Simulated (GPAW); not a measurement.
# Nb (Im-3m) in GPAW: a series of runs

The runs below take Nb through band structure, with revPBE, BLYP, r2SCAN.

Program: GPAW 26.7.0. These are calculated values, not measurements. Logs are shortened: lines on timing, memory, paths and dates and some standing lists are left out, and cuts for length are marked. The log counts tension as positive stress, the text compression.

## (1) The structure

Symmetry: Im-3m, No. 229, cubic system. The conventional cell has a = 3.328 Å, b = 3.328 Å, c = 3.328 Å, α = 90.00°, β = 90.00°, γ = 90.00°. Around Nb (site symmetry m-3m) lie 8 Nb at 2.88 Å.

## (2) Band structure, revPBE

Input file run.py:

```python
from ase.dft.bandgap import bandgap
from ase.io import read, write
from ase.units import GPa
from gpaw import GPAW, PW

atoms = read('Nb.xyz')

calc = GPAW(mode=PW(600),
            xc='revPBE',
            kpts={'size': (11, 11, 11), 'gamma': True},
            occupations={'name': 'fermi-dirac', 'width': 0.05},
            nbands=15,
            convergence={'density': 1e-05, 'energy': 1e-05},
            maxiter=150,
            txt='gpaw.txt')
atoms.calc = calc
energy = atoms.get_potential_energy()
forces = atoms.get_forces()
stress = atoms.get_stress()
calc.write('gs.gpw')
write('result.traj', atoms)
print(f'Energy: {energy:.6f} eV')
print('Forces (eV/A):')
print(forces.round(4))
print('Stress (GPa):', (stress / GPa).round(3))
print('Fermi level:', round(calc.get_fermi_level(), 4), 'eV')
print(f'Gap: {bandgap(calc)[0]:.4f} eV, direct: {bandgap(calc, direct=True)[0]:.4f} eV')

path = atoms.cell.bandpath('GHNGPH,PN', npoints=60, eps=1e-4)
bs_calc = calc.fixed_density(kpts=path, symmetry='off', nbands=23,
                             convergence={'bands': 'CBM+6.0', 'eigenstates': 1e-6}, txt='bands.txt')
bs = bs_calc.band_structure()
bs.write('bs.json')
print(f'Gap on the path: {bandgap(bs_calc)[0]:.4f} eV')
```

Input file Nb.xyz:

```xyz
1
Lattice="-1.6639500000 1.6639500000 1.6639500000 1.6639500000 -1.6639500000 1.6639500000 1.6639500000 1.6639500000 -1.6639500000" Properties=species:S:1:pos:R:3 pbc="T T T"
Nb     0.0000000000      0.0000000000      0.0000000000
```

Potentials or basis: the program's PAW data sets (release 1.2.1) made for this functional, pw.

Launch:

```sh
> OMP_NUM_THREADS=1 python run.py
```

gpaw.txt:

```text
__  _  _
 | _ |_)|_||  |
 |__||  | ||/\| - 26.7.0

Input parameters:
  mode=PW(ecut=600.0),
  convergence={'density': 1e-05, 'energy': 1e-05},
  kpts=MonkhorstPack(size=(11, 11, 11), gamma=True),
  maxiter=150,
  nbands=15,
  occupations=Occupations(name='fermi-dirac', width=0.05),
  xc=XC(name='revPBE')

Diagonalizing LCAO Hamiltonian
Converting LCAO to pw mode

       Nb

Atoms  # Å, Bohr magnetons
|   | symbol |        x |        y |        z |    initial magnetic moments |
|---|--------|----------|----------|----------|-----------------------------|
| 0 |     Nb | 0.000000 | 0.000000 | 0.000000 | ( 0.0000,  0.0000,  0.0000) |

Unit cell  # Å
| periodic |         x |         y |         z |  lengths |     angles |
|----------|-----------|-----------|-----------|----------|------------|
|      yes | -1.663950 |  1.663950 |  1.663950 | 2.882046 | 109.471221 |
|      yes |  1.663950 | -1.663950 |  1.663950 | 2.882046 | 109.471221 |
|      yes |  1.663950 |  1.663950 | -1.663950 | 2.882046 | 109.471221 |

Number of symmetries: 48
Symmetry operations  # r_c * U_cc + t_c -> r_c
|    | kind |            matrix            |
|----|------|------------------------------|
|  0 |  σ   |  1, 1, 1,  0, 0,-1,  0,-1, 0 |
|  1 |  C4  |  1, 1, 1,  0, 0,-1, -1, 0, 0 |
|  2 |  C2  |  1, 1, 1,  0,-1, 0,  0, 0,-1 |
|  3 |  S6  |  1, 1, 1,  0,-1, 0, -1, 0, 0 |
|  4 |  S6  |  1, 1, 1, -1, 0, 0,  0, 0,-1 |
|  5 |  C4  |  1, 1, 1, -1, 0, 0,  0,-1, 0 |
|  6 |  E   |  1, 0, 0,  0, 1, 0,  0, 0, 1 |
|  7 |  σ   |  1, 0, 0,  0, 1, 0, -1,-1,-1 |
|  8 |  σ   |  1, 0, 0,  0, 0, 1,  0, 1, 0 |
|  9 |  C3  |  1, 0, 0,  0, 0, 1, -1,-1,-1 |
| 10 |  C3  |  1, 0, 0, -1,-1,-1,  0, 1, 0 |
| 11 |  σ   |  1, 0, 0, -1,-1,-1,  0, 0, 1 |
| 12 |  σ   |  0, 1, 0,  1, 0, 0,  0, 0, 1 |
| 13 |  C2  |  0, 1, 0,  1, 0, 0, -1,-1,-1 |
| 14 |  C3  |  0, 1, 0,  0, 0, 1,  1, 0, 0 |
| 15 |  S4  |  0, 1, 0,  0, 0, 1, -1,-1,-1 |
| 16 |  S4  |  0, 1, 0, -1,-1,-1,  1, 0, 0 |
| 17 |  C3  |  0, 1, 0, -1,-1,-1,  0, 0, 1 |
| 18 |  C3  |  0, 0, 1,  1, 0, 0,  0, 1, 0 |
| 19 |  S4  |  0, 0, 1,  1, 0, 0, -1,-1,-1 |
| 20 |  σ   |  0, 0, 1,  0, 1, 0,  1, 0, 0 |
| 21 |  C3  |  0, 0, 1,  0, 1, 0, -1,-1,-1 |
| 22 |  C2  |  0, 0, 1, -1,-1,-1,  1, 0, 0 |
| 23 |  S4  |  0, 0, 1, -1,-1,-1,  0, 1, 0 |
| 24 |  C4  |  0, 0,-1,  1, 1, 1,  0,-1, 0 |
| 25 |  σ   |  0, 0,-1,  1, 1, 1, -1, 0, 0 |
| 26 |  S6  |  0, 0,-1,  0,-1, 0,  1, 1, 1 |
| 27 |  C2  |  0, 0,-1,  0,-1, 0, -1, 0, 0 |
| 28 |  C4  |  0, 0,-1, -1, 0, 0,  1, 1, 1 |
| 29 |  S6  |  0, 0,-1, -1, 0, 0,  0,-1, 0 |
| 30 |  S6  |  0,-1, 0,  1, 1, 1,  0, 0,-1 |
| 31 |  C4  |  0,-1, 0,  1, 1, 1, -1, 0, 0 |
| 32 |  C4  |  0,-1, 0,  0, 0,-1,  1, 1, 1 |
| 33 |  S6  |  0,-1, 0,  0, 0,-1, -1, 0, 0 |
| 34 |  σ   |  0,-1, 0, -1, 0, 0,  1, 1, 1 |
| 35 |  C2  |  0,-1, 0, -1, 0, 0,  0, 0,-1 |
| 36 |  C2  | -1, 0, 0,  1, 1, 1,  0, 0,-1 |
| 37 |  S6  | -1, 0, 0,  1, 1, 1,  0,-1, 0 |
| 38 |  S6  | -1, 0, 0,  0, 0,-1,  1, 1, 1 |
| 39 |  C2  | -1, 0, 0,  0, 0,-1,  0,-1, 0 |
| 40 |  C2  | -1, 0, 0,  0,-1, 0,  1, 1, 1 |
| 41 |  i   | -1, 0, 0,  0,-1, 0,  0, 0,-1 |
| 42 |  S4  | -1,-1,-1,  1, 0, 0,  0, 1, 0 |
| 43 |  C3  | -1,-1,-1,  1, 0, 0,  0, 0, 1 |
| 44 |  C3  | -1,-1,-1,  0, 1, 0,  1, 0, 0 |
| 45 |  σ   | -1,-1,-1,  0, 1, 0,  0, 0, 1 |
| 46 |  S4  | -1,-1,-1,  0, 0, 1,  1, 0, 0 |
| 47 |  C2  | -1,-1,-1,  0, 0, 1,  0, 1, 0 |

BZ-sampling:
  Number of BZ points: 1331
  Number of IBZ points: 56

  Monkhorst-Pack size: [11, 11, 11]
  Monkhorst-Pack shift: [0, 0, 0]

K-points  # in reciprocal-cell coordinates
|     |                                coordinates |     weight |
|-----|--------------------------------------------|------------|
|   0 | (  0.00000000,   0.00000000,   0.00000000) | 0.00075131 |
|   1 | (  0.09090909,   0.00000000,   0.00000000) | 0.00901578 |
|   2 | (  0.09090909,   0.09090909,  -0.09090909) | 0.00450789 |
|   3 | (  0.18181818,   0.00000000,  -0.09090909) | 0.01803156 |
|   4 | (  0.18181818,   0.00000000,   0.00000000) | 0.00901578 |
|   5 | (  0.18181818,   0.09090909,  -0.09090909) | 0.01803156 |
|   6 | (  0.18181818,   0.18181818,  -0.18181818) | 0.00450789 |
|   7 | (  0.27272727,  -0.09090909,  -0.09090909) | 0.00601052 |
|   8 | (  0.27272727,   0.00000000,  -0.09090909) | 0.03606311 |
|   9 | (  0.27272727,   0.00000000,   0.00000000) | 0.00901578 |
| ... |                                            |            |
|  55 | (  0.45454545,   0.45454545,   0.45454545) | 0.00601052 |

Plane wave coefficients: 629
Cutoff: 600.0 eV

Spin-components: 1 (collinear spins)
Bands:           15
Projectors:      6
Spin-degeneracy: 2
Datatype:        complex128

Parallelization:
  kpt:    1
  domain: 1
  band:   1

Density:
  Valence electrons: 13.0
  Components: 1
  Grid points: [18 18 18]
  Charge: 0.0  # |e|

Potential:
  Grid points: [18 18 18]

species:
  Nb:
    name:    Niobium
    Z:       41.0
    valence: 13
    core:    28
    charge:  0.0  # [|e|]
    compensation charges:
      type: gauss
      rc: 0.40  # [Å]
      lmax: 2
    cutoffs:
      filter: 2.35  # [Å]
      core: 1.51  # [Å]
    projectors
    | kind |    occ | energy [eV] | rcut [Å] |
    |------|--------|-------------|----------|
    |   4s |  2.000 |     -58.314 |    1.323 |
    |   5s |  1.000 |      -3.903 |    1.323 |
    |   4p |  6.000 |     -34.488 |    1.323 |
    |   5p |  0.000 |      -1.077 |    1.323 |
    |   4d |  4.000 |      -2.990 |    1.244 |
    |    d |        |      24.221 |    1.244 |

    Using partial waves for Nb as LCAO basis

Reference energy: -103911.464565  # eV

eigensolver:
  PPCG
  Converge bands: occupied
  niter=2

density mixing:
  MSR1-Mixer
  Pratt-step length: 0.05
  Maximum mixing coefficient: 0.75
  Old densities: 10
  SVD Regularization: 0.005
  Good broyden scale: 1.0
  Trust region scale: 1.0
  Backstep threshold: 4.0
  History deletion threshold: 6.0
  Fourier metric: weight=20.0, sigma=0.015

occupation numbers:
  Fermi-Dirac:
    width: 0.0500  # eV

poisson solver:
  ecut: 4800.0  # eV

xc functional:
  name: revPBE with 2 nearest neighbor stencil

convergence criteria:
- Maximum integral of absolute [dens]ity change: 1e-05 electrons / valence electron
- Maximum [total energy] change in last 3 cyles: 1e-05 eV / valence electron
- Maximum integral of absolute [eigenst]ate change: 4e-08 eV^2 / valence electron
maximum number of iterations: 150

SCF iterations
|iter     | |      energy | eigst |  dens |
|---------|-|-------------|-------|-------|
|iter:   1| |  -10.555234 | -0.01 |       |
|iter:   2| |  -10.449367 | -2.63 | -1.01 |
|iter:   3| |   -9.934898 | -1.51 | -1.04 |
|iter:   4| |   -9.935874 | -3.04 | -1.79 |
|iter:   5| |   -9.936960 | -4.10 | -2.13 |
|iter:   6| |   -9.936963 | -5.92 | -3.41 |
|iter:   7| |   -9.936966c| -6.87 | -3.86 |
|iter:   8| |   -9.936966c| -8.28c| -5.13c|

Converged in 8 steps
Energy contributions relative to reference atoms: (reference = -103911.464565)

Energy contributions:
  Kinetic:          -1.928208
  Coulomb:          -2.942580
  Zero:             -0.042513
  External:          0.000000
  Xc:               -5.016390
  Entropy:          -0.014549
  Spinorbit:         0.000000
  ----------------------------
  Free energy:      -9.944240
  Extrapolated:     -9.936966

dipole moment: (-6.089236, -6.089236, -6.089236)  # |e|*Ang

Fermi level: 11.038
Eigenvalues  # (at kpt = [0.000, 0.000, 0.000])
| band index |      eig [eV] | occ [0-2] |
|------------|---------------|-----------|
|          0 |       -43.353 |     2.000 |
|          1 |       -18.753 |     2.000 |
|          2 |       -18.753 |     2.000 |
|          3 |       -18.753 |     2.000 |
|          4 |         5.227 |     2.000 |
|          5 |        11.446 |     0.001 |
|          6 |        11.446 |     0.001 |
|          7 |        11.446 |     0.001 |
|          8 |        14.263 |     0.000 |
|          9 |        14.263 |     0.000 |
|         10 |        25.433 |     0.000 |
|         11 |        25.433 |     0.000 |
|         12 |        25.433 |     0.000 |
|        ... |               |           |
|         14 |        35.621 |     0.000 |

No gap
No difference between direct/indirect transitions

Forces  # eV/Ang
|       x |       y |       z |
|---------|---------|---------|
| 0.00000 | 0.00000 | 0.00000 |  # Nb   0

Stress tensor  # eV/Ang^3
|         x |         y |         z |
|-----------|-----------|-----------|
|  0.003578 | -0.000000 | -0.000000 |
| -0.000000 |  0.003578 |  0.000000 |
| -0.000000 |  0.000000 |  0.003578 |

# Writing to gs.gpw (mode='')
```

Wall time 16 s (1 thread of Arm Neoverse V2, shared host); peak memory 0.17 GiB.

What came out:

* Free energy: -9.9442 eV
* Pressure: -0.6 GPa
* Band gap along the path: none (metal or under the smearing width)

Levels at the corners of the path, in eV from the Fermi level:
```
point  band 4  band 5  band 6  band 7  band 8  band 9
    Γ  -29.79   -5.81    0.41    0.41    0.41    3.22
    H  -30.65   -3.54   -3.54    5.46    5.46    5.46
    N  -29.80   -3.57   -1.55    2.18    3.25    3.90
    Γ  -29.79   -5.81    0.41    0.41    0.41    3.22
    P  -30.42   -1.05   -1.05   -1.05    4.03    4.03
    H  -30.65   -3.54   -3.54    5.46    5.46    5.46
    P  -30.42   -1.05   -1.05   -1.05    4.03    4.03
    N  -29.80   -3.57   -1.55    2.18    3.25    3.90
```

## (3) Band structure, BLYP

run.py, as its differences from that of step 2:

```diff
@@ -3,3 +3,5 @@
 from ase.units import GPa
-from gpaw import GPAW, PW
+from gpaw import GPAW, PW, setup_paths
+
+setup_paths.insert(0, '.')
 
@@ -8,3 +10,3 @@
 calc = GPAW(mode=PW(600),
-            xc='revPBE',
+            xc='BLYP',
             kpts={'size': (11, 11, 11), 'gamma': True},
@@ -13,2 +15,3 @@
             convergence={'density': 1e-05, 'energy': 1e-05},
+            eigensolver='davidson',
             maxiter=150,
```

Nb.xyz is that of step 2.

Potentials or basis: PAW data sets generated in the run's folder for this functional, pw.

Launch:

```sh
> gpaw-setup -f BLYP Nb
> OMP_NUM_THREADS=1 python run.py
```

Run time: 17 s. Hardware: 1 thread of Arm Neoverse V2, shared host; peak memory 0.17 GiB.

The run converged. Its results:

* Free energy: -9.0131 eV
* Pressure: 3.1 GPa
* Band gap along the path: none (metal or under the smearing width)

Levels at the corners of the path, in eV from the Fermi level:
```
point  band 4  band 5  band 6  band 7  band 8  band 9
    Γ  -29.82   -5.69    0.33    0.33    0.33    3.17
    H  -30.68   -3.50   -3.50    5.37    5.37    5.37
    N  -29.83   -3.53   -1.59    2.39    3.16    3.81
    Γ  -29.82   -5.69    0.33    0.33    0.33    3.17
    P  -30.45   -1.02   -1.02   -1.02    3.94    3.94
    H  -30.68   -3.50   -3.50    5.37    5.37    5.37
    P  -30.45   -1.02   -1.02   -1.02    3.94    3.94
    N  -29.83   -3.53   -1.59    2.39    3.16    3.81
```

## (4) Band structure, r2SCAN

run.py, as its differences from that of step 3:

```diff
@@ -3,5 +3,3 @@
 from ase.units import GPa
-from gpaw import GPAW, PW, setup_paths
-
-setup_paths.insert(0, '.')
+from gpaw import GPAW, PW
 
@@ -10,3 +8,3 @@
 calc = GPAW(mode=PW(600),
-            xc='BLYP',
+            xc='MGGA_X_R2SCAN+MGGA_C_R2SCAN',
             kpts={'size': (11, 11, 11), 'gamma': True},
@@ -15,3 +13,2 @@
             convergence={'density': 1e-05, 'energy': 1e-05},
-            eigensolver='davidson',
             maxiter=150,
```

Nb.xyz is that of step 3.

Potentials or basis: GPAW PAW data sets (gpaw-data 1.2.1), pw.

Launch:

```sh
> OMP_NUM_THREADS=1 python run.py
```

It took 53 s on 1 thread of Arm Neoverse V2, shared host; peak memory 0.26 GiB.

Results (log left out):

- Free energy: -21.7730 eV
- Pressure: -3.3 GPa
- Band gap along the path: none (metal or under the smearing width)

Levels at the corners of the path, in eV from the Fermi level:
```tsv
point	band 2	band 3	band 4	band 5	band 6	band 7	band 8	band 9	band 10
Γ	-30.81	-30.81	-30.81	-6.18	0.47	0.47	0.47	3.51	3.51
H	-31.72	-31.72	-31.72	-3.71	-3.71	5.72	5.72	5.72	9.37
N	-32.14	-31.22	-30.82	-3.76	-1.61	2.16	3.51	4.21	6.48
Γ	-30.81	-30.81	-30.81	-6.18	0.47	0.47	0.47	3.51	3.51
P	-31.48	-31.48	-31.48	-1.15	-1.15	-1.15	4.35	4.35	10.00
H	-31.72	-31.72	-31.72	-3.71	-3.71	5.72	5.72	5.72	9.37
P	-31.48	-31.48	-31.48	-1.15	-1.15	-1.15	4.35	4.35	10.00
N	-32.14	-31.22	-30.82	-3.76	-1.61	2.16	3.51	4.21	6.48
```

Caveat: the PAW data sets were made with another functional, which shifts forces and pressure a little.

## (5) The runs side by side

```tsv
level	potentials or basis	eigensolver	pressure (GPa)
revPBE	the program's PAW data sets (release 1.2.1) made for this functional, pw	-	-0.6
BLYP	PAW data sets generated in the run's folder for this functional, pw	davidson	3.1
r2SCAN	GPAW PAW data sets (gpaw-data 1.2.1), pw	-	-3.3
```

Alike in all rows: task band structure; no spin polarisation; cell as given; k mesh 11 × 11 × 11; cutoff (eV) 600; smearing fermi-dirac 0.05 eV.

Caveats: the PAW data sets were made with another functional, which shifts forces and pressure a little (some runs).

Total energies depend on the potentials used, so only differences within one code and one set of settings carry meaning.
